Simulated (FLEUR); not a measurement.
# C under changes of volume

One of the cells (5.672 Å³/atom); the others are scaled copies at fixed shape and fractional positions:

```
CELL_PARAMETERS angstrom
2.52210 0.00000 0.00000
-1.26105 2.18420 0.00000
0.00000 0.00000 8.23710
ATOMIC_POSITIONS crystal
C 0.66667 0.33333 0.84375
C 0.33333 0.66667 0.34375
C 0.66667 0.33333 0.65625
C 0.33333 0.66667 0.15625
C 0.00000 0.00000 0.90625
C 0.00000 0.00000 0.40625
C 0.00000 0.00000 0.59375
C 0.00000 0.00000 0.09375
```

This is a hexagonal form of diamond, not graphite.

* Program: FLEUR MaX-R8.1 (patched build s14)
* Functional: Wu-Cohen GGA
* Potentials or basis: all-electron
* Basis: FLAPW
* Kmax: 5.34 1/bohr
* k mesh: 12 × 12 × 4
* Occupations: fermi-dirac, width 0.05 eV
* Spin: no spin polarisation

```csv
volume (Å³/atom),energy over the lowest point (meV/atom),gap on the mesh (eV)
5.332,21.68,4.48
5.445,?,?
5.672,0.00,4.32
5.899,17.49,4.23
6.012,34.10,4.18
```

Task: What does the run at 5.445 Å³/atom give?

Result: Energy over the lowest point 7.27 meV/atom; gap on the mesh 4.43 eV.

Worked out: A Birch-Murnaghan fit of order 2 (a polynomial in V^(-2/3)) to the other rows has its minimum at 5.62 Å³/atom with B0 = V·E''(V) = 452 GPa at fixed shape and positions, which overstates the stiffness. It gives 7.18 meV/atom at 5.445 Å³/atom, against the run's 7.27. A straight line through the other rows of the gap, of slope -2.48 eV per unit of ln V, gives 4.43 eV, against the run's 4.43.

Energies are extrapolated to zero smearing.

A mesh can miss the band edges.
